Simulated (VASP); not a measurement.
# Sb (Pm-3m) in VASP: further runs

One crystal, Sb, is run at these levels: PBE, PBEsol; tasks: equation of state.

Program: VASP 6.6.1. These are calculated values, not measurements. Logs are shortened: lines on timing, memory, paths and dates and some standing lists are left out, and cuts for length are marked.

## (1) The structure

Symmetry: Pm-3m, No. 221, cubic system. Conventional cell: a = 3.160 Å, b = 3.160 Å, c = 3.160 Å, α = 90.00°, β = 90.00°, γ = 90.00°. Sb (site symmetry m-3m) has 6 Sb at 3.16 Å as nearest neighbours.

This isn't the form of Sb at room conditions, which is rhombohedral.

## (2) Equation of state, PBE, 29.66 Å³/atom (volume scaled by 0.94)

Contents of INCAR:

```
SYSTEM = Sb
ALGO = Normal
EDIFF = 1E-7
ENCUT = 520
GGA = PE
ISIF = 2
ISMEAR = -1
LASPH = .True.
LCHARG = .False.
LREAL = .False.
LWAVE = .False.
NBANDS = 8
NELM = 100
PREC = Accurate
SIGMA = 0.05
```

Contents of KPOINTS:

```
k-points
0
Gamma
  8 8 8
  0 0 0
```

Contents of POSCAR:

```
Sb
1.0
    3.0954921035      0.0000000000      0.0000000000
    0.0000000000      3.0954921035      0.0000000000
    0.0000000000      0.0000000000      3.0954921035
Sb
1
Direct
    0.0000000000      0.0000000000      0.0000000000
```

Potentials or basis: VASP PAW PBE potentials, release 64 (Sb).

Launch:

```
$ cat potpaw_PBE.64/Sb/POTCAR > POTCAR
$ mpirun -np 1 vasp_std > vasp.out
```

OUTCAR:

```text
SYSTEM = Sb
   EDIFF = 1E-7
   ENCUT = 520
   GGA = PE
   ISIF = 2
   ISMEAR = -1
   LASPH = .True.
   LREAL = .False.
   NELM = 100
   PREC = Accurate

 ion  position               nearest neighbor table
   1  0.000  0.000  0.000-

  LATTYP: Found a simple cubic cell.
 ALAT       =     3.0954921035

  Lattice vectors:

 A1 = (   3.0954921035,   0.0000000000,   0.0000000000)
 A2 = (   0.0000000000,   3.0954921035,   0.0000000000)
 A3 = (   0.0000000000,   0.0000000000,   3.0954921035)

Analysis of symmetry for initial positions (statically):
=====================================================================
 Subroutine PRICEL returns:
 Original cell was already a primitive cell.

 Routine SETGRP: Setting up the symmetry group for a
 simple cubic supercell.

 Subroutine GETGRP returns: Found 48 space group operations
 (whereof 48 operations were pure point group operations)
 out of a pool of 48 trial point group operations.

The static configuration has the point symmetry O_h .

Analysis of symmetry for dynamics (positions and initial velocities):
=====================================================================
 Subroutine PRICEL returns:
 Original cell was already a primitive cell.

 Routine SETGRP: Setting up the symmetry group for a
 simple cubic supercell.

 Subroutine GETGRP returns: Found 48 space group operations
 (whereof 48 operations were pure point group operations)
 out of a pool of 48 trial point group operations.

The dynamic configuration has the point symmetry O_h .

 Subroutine INISYM returns: Found 48 space group operations
 (whereof 48 operations are pure point group operations),
 and found     1 'primitive' translations

----------------------------------------------------------------------------------------

                                     Primitive cell

  volume of cell :      29.6612

  direct lattice vectors                    reciprocal lattice vectors
     3.095492103  0.000000000  0.000000000     0.323050412  0.000000000  0.000000000
     0.000000000  3.095492103  0.000000000     0.000000000  0.323050412  0.000000000
     0.000000000  0.000000000  3.095492103     0.000000000  0.000000000  0.323050412

  length of vectors
     3.095492103  3.095492103  3.095492103     0.323050412  0.323050412  0.323050412

  position of ions in fractional coordinates (direct lattice)
     0.000000000  0.000000000  0.000000000

  ion indices of the primitive-cell ions
   primitive index   ion index
                 1           1

----------------------------------------------------------------------------------------

 KPOINTS: k-points

Automatic generation of k-mesh.
 Grid dimensions read from file:
 generate k-points for:    8    8    8

 Generating k-lattice:

  Cartesian coordinates                     Fractional coordinates (reciprocal lattice)
     0.040381302  0.000000000  0.000000000     0.125000000  0.000000000  0.000000000
     0.000000000  0.040381302  0.000000000     0.000000000  0.125000000  0.000000000
     0.000000000  0.000000000  0.040381302     0.000000000  0.000000000  0.125000000

  Length of vectors
     0.040381302  0.040381302  0.040381302

  Shift w.r.t. Gamma in fractional coordinates (k-lattice)
     0.000000000  0.000000000  0.000000000

 Subroutine IBZKPT returns following result:
 ===========================================

 Found     35 irreducible k-points:

 Following reciprocal coordinates:
            Coordinates               Weight
  0.000000  0.000000  0.000000      1.000000
  0.125000  0.000000  0.000000      6.000000
  0.250000  0.000000  0.000000      6.000000
  0.375000  0.000000  0.000000      6.000000
  0.500000  0.000000  0.000000      3.000000
  0.125000  0.125000  0.000000     12.000000
[... 27 lines left out ...]
  0.500000  0.500000  0.375000      6.000000
  0.500000  0.500000  0.500000      1.000000
   k-points           NKPTS =     35   k-points in BZ     NKDIM =     35   number of bands    NBANDS=      8
   number of dos      NEDOS =    301   number of ions     NIONS =      1
   total plane-waves  NPLWV =  13824
   dimension x,y,z NGX =    24 NGY =   24 NGZ =   24
   dimension x,y,z NGXF=    48 NGYF=   48 NGZF=   48
   ions per type =               1
   NGX,Y,Z   is equivalent  to a cutoff of  12.89, 12.89, 12.89 a.u.
   NGXF,Y,Z  is equivalent  to a cutoff of  25.78, 25.78, 25.78 a.u.
 SYSTEM =  Sb
   PREC   = accura    normal or accurate (medium, high low for compatibility)
   ISTART =      0    job   : 0-new  1-cont  2-samecut
   ICHARG =      2    charge: 1-file 2-atom 10-const
   ISPIN  =      1    spin polarized calculation?
   LNONCOLLINEAR =      F non collinear calculations
   LSORBIT =      F    spin-orbit coupling
   LASPH  =      T    aspherical Exc in radial PAW
   ENCUT  =  520.0 eV  38.22 Ry    6.18 a.u.   5.76  5.76  5.76*2*pi/ulx,y,z
   NELM   =    100;   NELMIN=  2; NELMDL= -5     # of ELM steps
   EDIFF  = 0.1E-06   stopping-criterion for ELM
   LREAL  =      F    real-space projection
   EDIFFG = 0.1E-05   stopping-criterion for IOM
   NSW    =      0    number of steps for IOM
   IBRION =     -1    ionic relax: 0-MD 1-quasi-New 2-CG
   NFREE  =      0    steps in history (QN), initial steepest desc. (CG)
   ISIF   =      2    stress and relaxation
   ISYM   =      2    0-nonsym 1-usesym 2-fastsym
   POTIM  = 0.5000    time-step for ionic-motion
   TEBEG  =    0.0;   TEEND  =   0.0 temperature during run
   PSTRESS=    0.0 pullay stress
   NELECT =       5.0000    total number of electrons
   NUPDOWN=      -1.0000    fix difference up-down
   EMIN   =  10.00;   EMAX   =-10.00  energy-range for DOS
   EFERMI =   0.00;   METHOD = LEGACY
   ISMEAR =    -1;   SIGMA  =   0.05  broadening in eV -4-tet -1-fermi 0-gaus
   EFERMI_NEDOS =   21; number of points for ismear=-14 and -15
   IALGO  =     38    algorithm
   IMIX   =      4    mixing-type and parameters
     AMIX     =   0.40;   BMIX     =  1.00
     AMIX_MAG =   1.60;   BMIX_MAG =  1.00
  volume/ion in A,a.u.               =      29.66       200.16
  Fermi-wavevector in a.u.,A,eV,Ry     =   0.904347  1.708968 11.127438  0.817844
  Thomas-Fermi vector in A             =   2.027783
   LORBIT       =      0    0 simple, 1 ext, 2 COOP (PROOUT), +10 PAW based schemes
   GGA     = PE    functional components
   LHFCALC =     F    Hartree Fock is set to
   AEXX    =    0.0000 exact exchange contribution
   IVDW    =     0    specifies the selected vdW correction
   LEPSILON=     F    determine dielectric tensor
   LRPA    =     F    only Hartree local field effects (RPA)
 non-spin polarized calculation
  energy-cutoff  :      520.00
  volume of cell :       29.66
 maximum number of plane-waves:       840
 NGX is ok and might be reduce to    24
   NGX = 11   NGY = 11   NGZ = 11

 number of electron       4.9999999 magnetization

 Free energy of the ion-electron system (eV)
  ---------------------------------------------------
  ext. energy  EPLUGINS =         0.00000000
  ---------------------------------------------------
  free energy    TOTEN  =        -4.07762206 eV

  energy without entropy =       -4.07039950  energy(sigma->0) =       -4.07401078

 E-fermi :   7.1499     XC(G=0):  -9.6515

 val. band max:        7.1399514851   @ k =   0.3750   0.2500   0.1250
 cond. band min:       7.4192750426   @ k =   0.5000   0.2500   0.0000
 fundamental gap:      0.2793235575
 Fermi energy:         7.1498519329

 k-point     1 :       0.0000    0.0000    0.0000
  band No.  band energies     occupation
      1      -5.2255      2.00000
      2      10.4868      0.00000
      3      10.4868      0.00000
      4      10.4868      0.00000
      5      14.1300      0.00000
      6      14.1300      0.00000
      7      15.4969      0.00000
      8      24.8758      0.00000

 k-point     2 :       0.1250    0.0000    0.0000
  band No.  band energies     occupation
      1      -4.9986      2.00000
      2       8.2595      0.00000
      3      10.7094      0.00000
      4      10.7094      0.00000
      5      14.3096      0.00000
      6      15.0735      0.00000
      7      17.2714      0.00000
      8      23.3031      0.00000

 k-point     3 :       0.2500    0.0000    0.0000
  band No.  band energies     occupation
      1      -4.3416      2.00000
      2       5.2117      2.00000
      3      11.3213      0.00000
      4      11.3213      0.00000
      5      14.8372      0.00000
      6      15.7601      0.00000
      7      20.8442      0.00000
      8      21.1688      0.00000

 k-point     4 :       0.3750    0.0000    0.0000
  band No.  band energies     occupation
      1      -3.3921      2.00000
      2       2.7212      2.00000
      3      12.1008      0.00000
      4      12.1008      0.00000
      5      15.6394      0.00000
      6      16.7653      0.00000
      7      19.4099      0.00000
      8      19.4099      0.00000

 k-point     5 :       0.5000    0.0000    0.0000
  band No.  band energies     occupation
      1      -2.7852      2.00000
      2       1.5885      2.00000
      3      12.5126      0.00000
      4      12.5126      0.00000
      5      16.2203      0.00000
      6      17.8148      0.00000
      7      18.6636      0.00000
      8      18.6636      0.00000

 k-point     6 :       0.1250    0.1250    0.0000
  band No.  band energies     occupation
      1      -4.7715      2.00000
      2       8.3537      0.00000
      3       8.6142      0.00000
      4      10.9326      0.00000
      5      14.8430      0.00000
      6      16.8920      0.00000
      7      17.7147      0.00000
      8      21.2162      0.00000

 k-point     7 :       0.2500    0.1250    0.0000
  band No.  band energies     occupation
      1      -4.1140      2.00000
      2       5.4280      2.00000
      3       9.1168      0.00000
      4      11.5462      0.00000
      5      15.4152      0.00000
      6      17.4089      0.00000
      7      18.8222      0.00000
      8      21.2194      0.00000

 k-point     8 :       0.3750    0.1250    0.0000
  band No.  band energies     occupation
      1      -3.1631      2.00000
      2       2.9382      2.00000
      3       9.9586      0.00000
      4      12.3284      0.00000
      5      15.8876      0.00000
      6      16.4981      0.00000
      7      18.8939      0.00000
      8      19.5795      0.00000

 k-point     9 :       0.5000    0.1250    0.0000
  band No.  band energies     occupation
      1      -2.5544      2.00000
      2       1.8039      2.00000
      3      10.4465      0.00000
      4      12.7423      0.00000
      5      15.1687      0.00000
      6      17.1718      0.00000
      7      18.5091      0.00000
      8      18.8348      0.00000

 k-point    10 :       0.2500    0.2500    0.0000
  band No.  band energies     occupation
      1      -3.4543      2.00000
      2       5.8394      2.00000
      3       6.2867      2.00000
      4      12.1642      0.00000
      5      15.2663      0.00000
      6      16.3057      0.00000
      7      21.1492      0.00000
      8      21.7772      0.00000
[... 199 lines left out ...]
 k-point    29 :       0.3750    0.3750    0.2500
  band No.  band energies     occupation
      1      -0.6109      2.00000
      2       5.0022      2.00000
      3       5.3828      2.00000
      4       8.7057      0.00000
      5      11.9880      0.00000
      6      14.9942      0.00000
      7      15.2767      0.00000
      8      19.8471      0.00000

 k-point    30 :       0.5000    0.3750    0.2500
  band No.  band energies     occupation
      1       0.0473      2.00000
      2       4.0040      2.00000
      3       5.6563      2.00000
      4       9.2064      0.00000
      5      11.0687      0.00000
      6      14.2307      0.00000
      7      15.7419      0.00000
      8      18.8228      0.00000

 k-point    31 :       0.5000    0.5000    0.2500
  band No.  band energies     occupation
      1       0.7493      2.00000
      2       4.4363      2.00000
      3       4.4363      2.00000
      4       9.6642      0.00000
      5      10.2152      0.00000
      6      14.8523      0.00000
      7      14.8523      0.00000
      8      17.7554      0.00000

 k-point    32 :       0.3750    0.3750    0.3750
  band No.  band energies     occupation
      1       0.4010      2.00000
      2       5.7555      2.00000
      3       5.7555      2.00000
      4       6.6238      1.99995
      5      12.4695      0.00000
      6      13.2691      0.00000
      7      13.2691      0.00000
      8      17.6376      0.00000

 k-point    33 :       0.5000    0.3750    0.3750
  band No.  band energies     occupation
      1       1.0965      2.00000
      2       4.7687      2.00000
      3       6.1574      2.00000
      4       6.8749      1.99186
      5      11.7528      0.00000
      6      12.4461      0.00000
      7      13.7001      0.00000
      8      16.5511      0.00000

 k-point    34 :       0.5000    0.5000    0.3750
  band No.  band energies     occupation
      1       1.8523      2.00000
      2       5.1813      2.00000
      3       5.1813      2.00000
      4       6.9812      1.93366
      5      11.2142      0.00000
      6      12.8474      0.00000
      7      12.8474      0.00000
      8      15.4018      0.00000

 k-point    35 :       0.5000    0.5000    0.5000
  band No.  band energies     occupation
      1       2.7095      2.00000
      2       5.5758      2.00000
      3       5.5758      2.00000
      4       5.5758      2.00000
      5      12.0295      0.00000
      6      12.0295      0.00000
      7      12.0295      0.00000
      8      14.1336      0.00000

------------------------ aborting loop because EDIFF is reached ----------------------------------------

  FORCE on cell =-STRESS in cart. coord.  units (eV):
  Direction    XX          YY          ZZ          XY          YZ          ZX
  --------------------------------------------------------------------------------------
  -------------------------------------------------------------------------------------
  Total        0.1981279      0.1981279      0.1981279     -0.0000000     -0.0000000     -0.0000000
  in kB       10.7020536     10.7020536     10.7020536     -0.0000000     -0.0000000     -0.0000000
  external PRESSURE =      10.7020536 kB  Pullay stress =       0.0000000 kB

 VOLUME and BASIS-vectors are now :
 -----------------------------------------------------------------------------
  energy-cutoff  :      520.00
  volume of cell :       29.66
      direct lattice vectors                 reciprocal lattice vectors
     3.095492103  0.000000000  0.000000000     0.323050412  0.000000000  0.000000000
     0.000000000  3.095492103  0.000000000     0.000000000  0.323050412  0.000000000
     0.000000000  0.000000000  3.095492103     0.000000000  0.000000000  0.323050412

 POSITION                                       TOTAL-FORCE (eV/Angst)
 -----------------------------------------------------------------------------------
      0.00000      0.00000      0.00000         0.000000      0.000000      0.000000
 -----------------------------------------------------------------------------------
    total drift:                               -0.000000      0.000000      0.000000

  FREE ENERGIE OF THE ION-ELECTRON SYSTEM (eV)
  ---------------------------------------------------
  free  energy   TOTEN  =        -4.0776220575 eV

  energy  without entropy=       -4.0703995003  energy(sigma->0) =       -4.07401078
```

Run time: 5.5 s. Hardware: 1 thread of Intel Xeon Platinum 8488C (Sapphire Rapids), shared host; peak memory 0.13 GiB.

Results:

```
Free energy            : -4.0776 eV
Pressure               : 1.1 GPa
Band gap on the k mesh : none (metal or under the smearing width)
```

## (3) Equation of state, PBE, 30.29 Å³/atom (volume scaled by 0.96)

Contents of INCAR:

```
ALGO = Normal ; EDIFF = 1E-7
ENCUT = 520 ; GGA = PE
ISIF = 2 ; ISMEAR = -1
LASPH = True ; LCHARG = False
LREAL = False ; LWAVE = False
NBANDS = 8 ; NELM = 100
PREC = Accurate ; SIGMA = 0.05
```

Contents of KPOINTS:

```
k-points
0
Gamma
  8 8 8
```

Contents of POSCAR:

```
Sb
1.0
    3.1172920620      0.0000000000      0.0000000000
    0.0000000000      3.1172920620      0.0000000000
    0.0000000000      0.0000000000      3.1172920620
Sb
1
Direct
    0.0000000000      0.0000000000      0.0000000000
```

Potentials or basis: VASP PAW PBE potentials, release 64 (Sb).

Launch:

```
$ cat potpaw_PBE.64/Sb/POTCAR > POTCAR
$ mpirun -np 1 vasp_std > vasp.out
```

It took 7.1 s on 1 thread of Intel Xeon Platinum 8488C (Sapphire Rapids), shared host; peak memory 0.13 GiB.

It converged, with:

```yaml
Free_energy: -4.0793 eV
Pressure: -0.2 GPa
Band_gap_on_the_k_mesh: none (metal or under the smearing width)
```

## (4) Equation of state, PBE, 30.92 Å³/atom (volume scaled by 0.98)

Contents of INCAR:

```
SYSTEM = Sb
ALGO = Normal
EDIFF = 1E-7
ENCUT = 520
GGA = PE
ISIF = 2
ISMEAR = -1
LASPH = .True.
LCHARG = .False.
LREAL = .False.
LWAVE = .False.
NBANDS = 8
NELM = 60
PREC = Accurate
SIGMA = 0.05
```

Contents of KPOINTS:

```
k-points
0
Gamma
  8 8 8
  0 0 0
```

Contents of POSCAR:

```
Sb
1.0
    3.1387913073      0.0000000000      0.0000000000
    0.0000000000      3.1387913073      0.0000000000
    0.0000000000      0.0000000000      3.1387913073
Sb
1
Direct
    0.0000000000      0.0000000000      0.0000000000
```

Launch:

```
$ cat potpaw_PBE.64/Sb/POTCAR > POTCAR
$ mpirun -np 1 vasp_std > vasp.out
```

Run time: 8 s. Hardware: 1 thread of Intel Xeon Platinum 8488C (Sapphire Rapids), shared host; peak memory 0.13 GiB.

The run converged. Its results:

```yaml
Free_energy: -4.0763 eV
Pressure: -1.3 GPa
Band_gap_on_the_k_mesh: none (metal or under the smearing width)
```

## (5) Equation of state, PBE, 32.19 Å³/atom (volume scaled by 1.02)

Contents of INCAR:

```
SYSTEM = Sb
  ALGO = Normal
  EDIFF = 1E-7
  ENCUT = 520
  GGA = PE
  ISIF = 2
  ISMEAR = -1
  LASPH = .TRUE.
  LCHARG = .FALSE.
  LREAL = .FALSE.
  LWAVE = .FALSE.
  NBANDS = 8
  NELM = 100
  PREC = Accurate
  SIGMA = 0.05
```

Contents of KPOINTS:

```
k-points
0
G
  8 8 8
  0 0 0
```

Contents of POSCAR:

```
Sb
1.0
    3.1809277622      0.0000000000      0.0000000000
    0.0000000000      3.1809277622      0.0000000000
    0.0000000000      0.0000000000      3.1809277622
Sb
1
Direct
    0.0000000000      0.0000000000      0.0000000000
```

Launch:

```
$ cat potpaw_PBE.64/Sb/POTCAR > POTCAR
$ mpirun -np 1 vasp_std > vasp.out
```

It took 6.3 s on 1 thread of Intel Xeon Platinum 8488C (Sapphire Rapids), shared host; peak memory 0.13 GiB.

It converged, with:

```yaml
Free_energy: -4.0584 eV
Pressure: -3.2 GPa
Band_gap_on_the_k_mesh: none (metal or under the smearing width)
```

## (6) Equation of state, PBE, 32.82 Å³/atom (volume scaled by 1.04)

Contents of INCAR:

```
SYSTEM = Sb
PREC = Accurate
ENCUT = 520
EDIFF = 1E-7
ISMEAR = -1
SIGMA = 0.05
LREAL = .FALSE.
LASPH = .TRUE.
NELM = 100
ALGO = Normal
ISIF = 2
LWAVE = .FALSE.
LCHARG = .FALSE.
GGA = PE
NBANDS = 8
```

Contents of KPOINTS:

```
regular mesh
0
G
  8 8 8
  0 0 0
```

Contents of POSCAR:

```
Sb
1.0
    3.2015837161      0.0000000000      0.0000000000
    0.0000000000      3.2015837161      0.0000000000
    0.0000000000      0.0000000000      3.2015837161
Sb
1
Direct
    0.0000000000      0.0000000000      0.0000000000
```

Potentials or basis: VASP PAW PBE potentials, release 64 (Sb).

Launch:

```
$ cat potpaw_PBE.64/Sb/POTCAR > POTCAR
$ mpirun -np 1 vasp_std > vasp.out
```

Run time: 4.4 s. Hardware: 1 thread of Intel Xeon Platinum 8488C (Sapphire Rapids), shared host; peak memory 0.13 GiB.

It converged, with:

```
Free energy            : -4.0444 eV
Pressure               : -3.9 GPa
Band gap on the k mesh : none (metal or under the smearing width)
```

## (7) Equation of state, PBE, 33.45 Å³/atom (volume scaled by 1.06)

Contents of INCAR:

```
ALGO = Normal
EDIFF = 1E-7
ENCUT = 520
GGA = PE
ISIF = 2
ISMEAR = -1
LASPH = T
LCHARG = F
LREAL = F
LWAVE = F
NBANDS = 8
NELM = 100
PREC = Accurate
SIGMA = 0.05
```

Contents of KPOINTS:

```
k-points
0
Gamma
  8 8 8
```

Contents of POSCAR:

```
Sb
1.0
    3.2219765189      0.0000000000      0.0000000000
    0.0000000000      3.2219765189      0.0000000000
    0.0000000000      0.0000000000      3.2219765189
Sb
1
Direct
    0.0000000000      0.0000000000      0.0000000000
```

Launch:

```
$ cat potpaw_PBE.64/Sb/POTCAR > POTCAR
$ mpirun -np 1 vasp_std > vasp.out
```

Run time: 3.9 s. Hardware: 1 thread of Intel Xeon Platinum 8488C (Sapphire Rapids), shared host; peak memory 0.13 GiB.

Results (log left out):

```yaml
Free_energy: -4.0275 eV
Pressure: -4.6 GPa
Band_gap_on_the_k_mesh: none (metal or under the smearing width)
```

(Part 1 of 2 ends here.)
